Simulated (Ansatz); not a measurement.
## Ga in Ansatz: the effect of functional

Crystal: Ga.

```
CELL_PARAMETERS angstrom
1.43040 -4.01006 0.00000
1.43040 4.01006 0.00000
0.00000 0.00000 3.12716
ATOMIC_POSITIONS crystal
Ga 0.13300 0.86700 0.75000
Ga 0.86700 0.13300 0.25000
```

This isn't the form of Ga at room conditions, which is orthorhombic.

The cell isn't the ideal one: volume scaled by 0.96.

Alike in all runs:

```yaml
Program: Ansatz 0.2.0
Task: single point
Potentials_or_basis: Ansatz PAW
k_mesh: 10 × 10 × 8
Occupations: fermi-dirac, width 0.05 eV
Spin: no spin polarisation
```

One run gave: pressure 0.7 GPa; largest force 0.26 eV/Å. Which functional did it use?
A. LDA
B. r2SCAN
C. PBEsol

B.

```csv
functional,cutoff,pressure (GPa),largest force (eV/Å)
LDA,420 eV (not typed: the program's choice for these potentials),-2.0,0.22
PBEsol,420 eV (not typed: the program's choice for these potentials),0.2,0.23
r2SCAN,500 eV (not typed: the program's choice for these potentials),0.7,0.26
```

Caveats: the PAW data sets come from PBE, with cores solved anew for the run's functional, which leaves a small shift of forces and pressure.

Runs at the PBE level aren't shown here.
